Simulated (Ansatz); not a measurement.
The system is W.

```
CELL_PARAMETERS angstrom
-1.58234 1.58234 1.58234
1.58234 -1.58234 1.58234
1.58234 1.58234 -1.58234
ATOMIC_POSITIONS crystal
W 0.00000 0.00000 0.00000
```

* Program: Ansatz 0.2.0
* Task: single point
* Functional: PBE
* Potentials or basis: Ansatz PAW
* Cutoff: 420 eV (not typed: the program's choice for these potentials)
* k mesh: 12 × 12 × 12
* Occupations: fermi-dirac, width 0.05 eV
* Spin: no spin polarisation

On this cell: pressure 5.8 GPa; band gap on the k mesh none (metal or under the smearing width).

The same run follows on a disturbed copy (cell strained at random at fixed volume):

```xyz
1
Lattice="-1.5448 1.6151 1.6310 1.5711 -1.5452 1.5875 1.5457 1.5461 -1.5612" Properties=species:S:1:pos:R:3 pbc="T T T"
W     0.0307    0.0413   -0.0058
```

Task: What changes?

Result: The energy (extrapolated to zero smearing) moves by +23.0 meV/atom; pressure 6.1 GPa; band gap on the k mesh none (metal or under the smearing width).

Stress tensor (GPa, compression positive):
```
11.72  0.62 -2.15
 0.62  5.94 -6.27
-2.15 -6.27  0.51
```
